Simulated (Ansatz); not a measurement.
PbSe, DFT, PBEsol, all-electron LAPW, scalar-relativistic (Ansatz 0.2.0), run on 1 thread of Intel(R) Xeon(R) Platinum 8488C (Sapphire Rapids) on a shared host.

The cell is COD entry 9008695, as deposited and not checked against the literature; nothing was relaxed. The listed cell was then made from it by scaling, straining or moving an atom.

Command: `ansatz run input.yaml --threads 1 --pin off --max-ram 3072MiB --backend cpu --events-out ev --progress --plain --runs-dir out`

```yaml
crystal:
  lattice:
    - [0.0, 3.0315285, 3.06215]
    - [3.0315285, 0.0, 3.06215]
    - [3.0315285, 3.0315285, 0.0]
  atoms:
    - { symbol: Pb, position: [0.0, 0.0, 0.0] }
    - { symbol: Se, position: [0.5, 0.5, 0.5] }
kpoints:
  mp_grid: { grid: [7, 7, 7] }
  band_path:
    path:
      - [0.0, 0.0, 0.0]
      - [0.0, 0.5, 0.5]
      - [0.25, 0.75, 0.5]
      - [0.0, 0.5, 0.0]
      - [0.0, 0.0, 0.0]
      - [0.5, 0.5, 0.0]
      - [0.3725125, 0.6274875, 0.0]
      - [-0.3725125, 0.3725125, 0.0]
      - [0.0, 0.0, 0.0]
    npoints: 5
scf:
  occupations: { method: fermi_dirac, width: 0.02 }
hamiltonian:
  xc: pbesol
  pseudopotentials: { kind: all_electron, lapw: { basis_error: 0.0005 } }
output:
  forces: true
  stress: true
  eigenvalues: true
```

Q: How large is the problem that the program sets up?

A: 40 irreducible k-points, 387 plane waves at Γ, 36 bands.

Q: About how long does it take, and how much memory does it use?

A: 17 s of wall time for 7 SCF iterations, with a peak of 0.39 GiB. Times on shared machines scatter by tens of per cent.
